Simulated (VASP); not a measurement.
# Zr3H in VASP: further runs

One slab, Zr3H, is run at these levels: LDA; tasks: single point.

All numbers are computed with VASP 6.6.1; they aren't measurements. Logs are shortened: lines on timing, memory, paths and dates and some standing lists are left out, and cuts for length are marked.

## 1. The structure

The cell holds a slab with vacuum, 4 atoms: a = 3.123 Å, b = 3.123 Å, c = 21.174 Å, α = 90.00°, β = 90.00°, γ = 90.00°.

## 2. Single point, LDA (H at 4/8 of the diagonal of the surface cell, 3.11 Å above the top plane)

INCAR

```
PREC     = Accurate       # precision mode
ENCUT    = 520            # plane-wave cutoff, eV
EDIFF    = 1E-6           # SCF threshold, eV
ISMEAR   = 0              # smearing method
SIGMA    = 0.1            # smearing width, eV
LREAL    = F              # projectors in reciprocal space
LASPH    = T              # aspherical terms in the spheres
NELM     = 80             # most SCF steps
ALGO     = Normal         # electronic algorithm
ISIF     = 2              # what is computed and relaxed
LWAVE    = F              # write WAVECAR
LCHARG   = F              # write CHGCAR
LDIPOL   = T            
IDIPOL   = 3            
DIPOL    = 0.5 0.5 0.349
GGA      = CA             # functional
NBANDS   = 26             # bands
```

KPOINTS

```
regular mesh
0
Gamma
  9 9 1
```

POSCAR

```
Zr3H
1.0
    3.1232946755      0.0000000000      0.0000000000
    0.0000000000      3.1232946755      0.0000000000
    0.0000000000      0.0000000000     21.1739130820
Zr H
3 1
Direct
    0.5000000000      0.5000000000      0.1889117040
    0.0000000000      0.0000000000      0.2874811557
    0.5000000000      0.5000000000      0.3860369621
    1.0000000000      1.0000000000      0.5329158119
```

Potentials or basis: VASP PAW LDA potentials, release 64 (Zr_sv, H).

Started as:

```bash
> cat potpaw_LDA.64/Zr_sv/POTCAR potpaw_LDA.64/H/POTCAR > POTCAR
> mpirun -np 1 vasp_std > vasp.out
```

OUTCAR:

```text
PREC = Accurate
   ENCUT = 520
   EDIFF = 1E-6
   ISMEAR = 0
   LREAL = F
   LASPH = T
   NELM = 80
   ISIF = 2
   GGA = CA

 ion  position               nearest neighbor table
   1  0.500  0.500  0.189-   2 3.04   2 3.04   2 3.04   2 3.04
   2  0.000  0.000  0.287-   3 3.04   3 3.04   3 3.04   3 3.04   1 3.04   1 3.04   1 3.04   1 3.04

   3  0.500  0.500  0.386-   2 3.04   2 3.04   2 3.04   2 3.04
   4  0.000  0.000  0.533-

  LATTYP: Found a simple tetragonal cell.
 ALAT       =     3.1232946755
 C/A-ratio  =     6.7793517045

  Lattice vectors:

 A1 = (   3.1232946755,   0.0000000000,   0.0000000000)
 A2 = (   0.0000000000,   3.1232946755,   0.0000000000)
 A3 = (   0.0000000000,   0.0000000000,  21.1739130820)

Analysis of symmetry for initial positions (statically):
=====================================================================
 Subroutine PRICEL returns:
 Original cell was already a primitive cell.

 Routine SETGRP: Setting up the symmetry group for a
 simple tetragonal supercell.

 Subroutine GETGRP returns: Found  8 space group operations
 (whereof  8 operations were pure point group operations)
 out of a pool of 16 trial point group operations.

The static configuration has the point symmetry C_4v.

Analysis of symmetry for dynamics (positions and initial velocities):
=====================================================================
 Subroutine PRICEL returns:
 Original cell was already a primitive cell.

 Routine SETGRP: Setting up the symmetry group for a
 simple tetragonal supercell.

 Subroutine GETGRP returns: Found  8 space group operations
 (whereof  8 operations were pure point group operations)
 out of a pool of 16 trial point group operations.

The dynamic configuration has the point symmetry C_4v.

 Subroutine INISYM returns: Found  8 space group operations
 (whereof  8 operations are pure point group operations),
 and found     1 'primitive' translations

----------------------------------------------------------------------------------------

                                     Primitive cell

  volume of cell :     206.5509

  direct lattice vectors                    reciprocal lattice vectors
     3.123294675  0.000000000  0.000000000     0.320174721  0.000000000  0.000000000
     0.000000000  3.123294675  0.000000000     0.000000000  0.320174721  0.000000000
     0.000000000  0.000000000 21.173913082     0.000000000  0.000000000  0.047227926

  length of vectors
     3.123294675  3.123294675 21.173913082     0.320174721  0.320174721  0.047227926

  position of ions in fractional coordinates (direct lattice)
     0.500000000  0.500000000  0.188911704
     0.000000000  0.000000000  0.287481156
     0.500000000  0.500000000  0.386036962
     0.000000000  0.000000000  0.532915812

  ion indices of the primitive-cell ions
   primitive index   ion index
                 1           1
                 2           2
                 3           3
                 4           4

----------------------------------------------------------------------------------------

 KPOINTS: regular mesh

Automatic generation of k-mesh.
 Grid dimensions read from file:
 generate k-points for:    9    9    1

 Generating k-lattice:

  Cartesian coordinates                     Fractional coordinates (reciprocal lattice)
     0.035574969  0.000000000  0.000000000     0.111111111  0.000000000  0.000000000
     0.000000000  0.035574969  0.000000000     0.000000000  0.111111111  0.000000000
     0.000000000  0.000000000  0.047227926     0.000000000  0.000000000  1.000000000

  Length of vectors
     0.035574969  0.035574969  0.047227926

  Shift w.r.t. Gamma in fractional coordinates (k-lattice)
     0.000000000  0.000000000  0.000000000

 Subroutine IBZKPT returns following result:
 ===========================================

 Found     15 irreducible k-points:

 Following reciprocal coordinates:
            Coordinates               Weight
  0.000000  0.000000  0.000000      1.000000
  0.111111  0.000000  0.000000      4.000000
  0.222222  0.000000  0.000000      4.000000
  0.333333  0.000000  0.000000      4.000000
  0.444444  0.000000  0.000000      4.000000
  0.111111  0.111111  0.000000      4.000000
  0.222222  0.111111  0.000000      8.000000
  0.333333  0.111111  0.000000      8.000000
  0.444444  0.111111  0.000000      8.000000
  0.222222  0.222222  0.000000      4.000000
  0.333333  0.222222  0.000000      8.000000
  0.444444  0.222222  0.000000      8.000000
  0.333333  0.333333  0.000000      4.000000
  0.444444  0.333333  0.000000      8.000000
  0.444444  0.444444  0.000000      4.000000
   k-points           NKPTS =     15   k-points in BZ     NKDIM =     15   number of bands    NBANDS=     26
   number of dos      NEDOS =    301   number of ions     NIONS =      4
   total plane-waves  NPLWV =  92160
   dimension x,y,z NGX =    24 NGY =   24 NGZ =  160
   dimension x,y,z NGXF=    48 NGYF=   48 NGZF=  320
   ions per type =               3   1
   NGX,Y,Z   is equivalent  to a cutoff of  12.77, 12.77, 12.56 a.u.
   NGXF,Y,Z  is equivalent  to a cutoff of  25.55, 25.55, 25.12 a.u.
 SYSTEM =  unknown system
   PREC   = accura    normal or accurate (medium, high low for compatibility)
   ISTART =      0    job   : 0-new  1-cont  2-samecut
   ICHARG =      2    charge: 1-file 2-atom 10-const
   ISPIN  =      1    spin polarized calculation?
   LNONCOLLINEAR =      F non collinear calculations
   LSORBIT =      F    spin-orbit coupling
   LASPH  =      T    aspherical Exc in radial PAW
   ENCUT  =  520.0 eV  38.22 Ry    6.18 a.u.   5.81  5.81 39.37*2*pi/ulx,y,z
   NELM   =     80;   NELMIN=  2; NELMDL= -5     # of ELM steps
   EDIFF  = 0.1E-05   stopping-criterion for ELM
   LREAL  =      F    real-space projection
   EDIFFG = 0.1E-04   stopping-criterion for IOM
   NSW    =      0    number of steps for IOM
   IBRION =     -1    ionic relax: 0-MD 1-quasi-New 2-CG
   NFREE  =      0    steps in history (QN), initial steepest desc. (CG)
   ISIF   =      2    stress and relaxation
   ISYM   =      2    0-nonsym 1-usesym 2-fastsym
   POTIM  = 0.5000    time-step for ionic-motion
   TEBEG  =    0.0;   TEEND  =   0.0 temperature during run
   PSTRESS=    0.0 pullay stress
   NELECT =      37.0000    total number of electrons
   NUPDOWN=      -1.0000    fix difference up-down
   EMIN   =  10.00;   EMAX   =-10.00  energy-range for DOS
   EFERMI =   0.00;   METHOD = LEGACY
   ISMEAR =     0;   SIGMA  =   0.10  broadening in eV -4-tet -1-fermi 0-gaus
   EFERMI_NEDOS =   21; number of points for ismear=-14 and -15
   IALGO  =     38    algorithm
   IMIX   =      4    mixing-type and parameters
     AMIX     =   0.40;   BMIX     =  1.00
     AMIX_MAG =   1.60;   BMIX_MAG =  1.00
  volume/ion in A,a.u.               =      51.64       348.47
  Fermi-wavevector in a.u.,A,eV,Ry     =   0.922854  1.743941 11.587534  0.851660
  Thomas-Fermi vector in A             =   2.048427
   LORBIT       =      0    0 simple, 1 ext, 2 COOP (PROOUT), +10 PAW based schemes
   GGA     = CA    functional components
   LHFCALC =     F    Hartree Fock is set to
   AEXX    =    0.0000 exact exchange contribution
   IVDW    =     0    specifies the selected vdW correction
   LEPSILON=     F    determine dielectric tensor
   LRPA    =     F    only Hartree local field effects (RPA)
 non-spin polarized calculation
 Gauss-broadening in eV      SIGMA  =   0.10
  energy-cutoff  :      520.00
  volume of cell :      206.55
 maximum number of plane-waves:      5614
 NGX is ok and might be reduce to    24
   NGX = 11   NGY = 11   NGZ = 79

 dipolmoment           0.000000      0.000000     -0.009538 electrons x Angstroem

 number of electron      37.0000001 magnetization

 dipolmoment           0.000000      0.000000      0.114596 electrons x Angstroem

 Free energy of the ion-electron system (eV)
  ---------------------------------------------------
  ext. energy  EPLUGINS =         0.00000000
  ---------------------------------------------------
  free energy    TOTEN  =       -27.18801717 eV

  energy without entropy =      -27.15114547  energy(sigma->0) =      -27.16958132

 E-fermi :  -0.2983     XC(G=0):  -5.1234

 val. band max:       -0.3340087874   @ k =   0.2222   0.1111   0.0000
 cond. band min:      -0.2747748026   @ k =   0.4444   0.2222   0.0000
 fundamental gap:      0.0592339848
 Fermi energy:        -0.2983437204

 k-point     1 :       0.0000    0.0000    0.0000
  band No.  band energies     occupation
      1     -49.1147      2.00000
      2     -48.8446      2.00000
      3     -48.3018      2.00000
      4     -27.5166      2.00000
      5     -27.2037      2.00000
      6     -26.9489      2.00000
[... 18 lines left out ...]
     25       2.3585      0.00000
     26       2.8658      0.00000

 k-point     2 :       0.1111    0.0000    0.0000
  band No.  band energies     occupation
      1     -49.1060      2.00000
      2     -48.8355      2.00000
      3     -48.2967      2.00000
      4     -27.5002      2.00000
      5     -27.2237      2.00000
      6     -27.0203      2.00000
[... 18 lines left out ...]
     25       2.0736      0.00000
     26       2.4439      0.00000

 k-point     3 :       0.2222    0.0000    0.0000
  band No.  band energies     occupation
      1     -49.0839      2.00000
      2     -48.8122      2.00000
      3     -48.2838      2.00000
      4     -27.4735      2.00000
      5     -27.3237      2.00000
      6     -27.1467      2.00000
[... 311 lines left out ...]
 k-point    14 :       0.4444    0.3333    0.0000
  band No.  band energies     occupation
      1     -48.9944      2.00000
      2     -48.7192      2.00000
      3     -48.2106      2.00000
      4     -27.5564      2.00000
      5     -27.4555      2.00000
      6     -27.3229      2.00000
[... 18 lines left out ...]
     25       2.6609      0.00000
     26       3.1550      0.00000

 k-point    15 :       0.4444    0.4444    0.0000
  band No.  band energies     occupation
      1     -48.9803      2.00000
      2     -48.7050      2.00000
      3     -48.1960      2.00000
      4     -27.5573      2.00000
      5     -27.5562      2.00000
      6     -27.3008      2.00000
[... 18 lines left out ...]
     25       3.4996      0.00000
     26       3.7640      0.00000

------------------------ aborting loop because EDIFF is reached ----------------------------------------

 vacuum level on the upper side and lower side of the slab       (xc-potential included)         0.851        -1.233

  FORCE on cell =-STRESS in cart. coord.  units (eV):
  Direction    XX          YY          ZZ          XY          YZ          ZX
  --------------------------------------------------------------------------------------
  -------------------------------------------------------------------------------------
  Total       -2.0380931     -2.0380931     -2.3879300      0.0000000      0.0000000      0.0000000
  in kB      -15.8091150    -15.8091150    -18.5227359      0.0000000      0.0000000      0.0000000
  external PRESSURE =     -16.7136553 kB  Pullay stress =       0.0000000 kB

 VOLUME and BASIS-vectors are now :
 -----------------------------------------------------------------------------
  energy-cutoff  :      520.00
  volume of cell :      206.55
      direct lattice vectors                 reciprocal lattice vectors
     3.123294675  0.000000000  0.000000000     0.320174721  0.000000000  0.000000000
     0.000000000  3.123294675  0.000000000     0.000000000  0.320174721  0.000000000
     0.000000000  0.000000000 21.173913082     0.000000000  0.000000000  0.047227926

 POSITION                                       TOTAL-FORCE (eV/Angst)
 -----------------------------------------------------------------------------------
      1.56165      1.56165      4.00000         0.000000      0.000000     -0.024605
      0.00000      0.00000      6.08710         0.000000      0.000000     -0.264811
      1.56165      1.56165      8.17391         0.000000     -0.000000      1.259756
      0.00000      0.00000     11.28391         0.000000      0.000000     -0.970339
 -----------------------------------------------------------------------------------
    total drift:                                0.000000     -0.000000     -0.000109

  FREE ENERGIE OF THE ION-ELECTRON SYSTEM (eV)
  ---------------------------------------------------
  free  energy   TOTEN  =       -27.1880171702 eV

  energy  without entropy=      -27.1511454733  energy(sigma->0) =      -27.16958132

 vacuum level on the upper side and lower side of the slab         5.787         3.621
```

Wall time 62 s (1 thread of Intel Xeon 6975P-C (Granite Rapids), shared host); peak memory 0.26 GiB.

What came out:

* Free energy: -27.1880 eV
* Largest force: 1.260 eV/Å
* Band gap on the k mesh: none (metal or under the smearing width)

Forces on the atoms (eV/Å):
```
Zr   0.000  0.000 -0.025
Zr   0.000  0.000 -0.265
Zr   0.000  0.000  1.260
H    0.000  0.000 -0.970
```

## 3. Single point, LDA

INCAR

```
SYSTEM = Zr3H
  PREC = Accurate
  ENCUT = 520
  EDIFF = 1E-7
  ISMEAR = 0
  SIGMA = 0.1
  LREAL = .FALSE.
  LASPH = .TRUE.
  NELM = 100
  ALGO = Normal
  ISIF = 2
  LWAVE = .FALSE.
  LCHARG = .FALSE.
  LDIPOL = .TRUE.
  IDIPOL = 3
  DIPOL = 0.5 0.5 0.316
  NBANDS = 26
```

KPOINTS

```
regular mesh
0
G
  9 9 1
  0 0 0
```

POSCAR, as its differences from that of step 2:

```diff
@@ -11,2 +11,2 @@
     0.5000000000      0.5000000000      0.3860369621
-    1.0000000000      1.0000000000      0.5329158119
+    1.0000000000      1.0000000000      0.4016221777
```

Potentials or basis: VASP PAW LDA potentials, release 64 (Zr_sv, H).

Started as:

```bash
> cat potpaw_LDA.64/Zr_sv/POTCAR potpaw_LDA.64/H/POTCAR > POTCAR
> mpirun -np 1 vasp_std > vasp.out
```

Wall time 64 s (1 thread of Intel Xeon 6975P-C (Granite Rapids), shared host); peak memory 0.26 GiB.

It converged, with:

| Quantity | Value |
| --- | --- |
| Free energy | -30.2266 eV |
| Largest force | 0.643 eV/Å |
| Band gap on the k mesh | none (metal or under the smearing width) |

Forces in eV/Å, atoms in the order of the input:
```
Zr   0.000  0.000  0.038
Zr   0.000  0.000 -0.454
Zr   0.000  0.000  0.643
H    0.000  0.000 -0.227
```

Levels at points of the mesh, in eV from the Fermi level:
```csv
k point,band 15,band 16,band 17,band 18,band 19,band 20,band 21,band 22,band 23,band 24
"(0.00, 0.00, 0.00)",-3.23,-2.51,-1.36,-0.25,-0.02,0.40,1.16,1.16,2.54,2.62
```
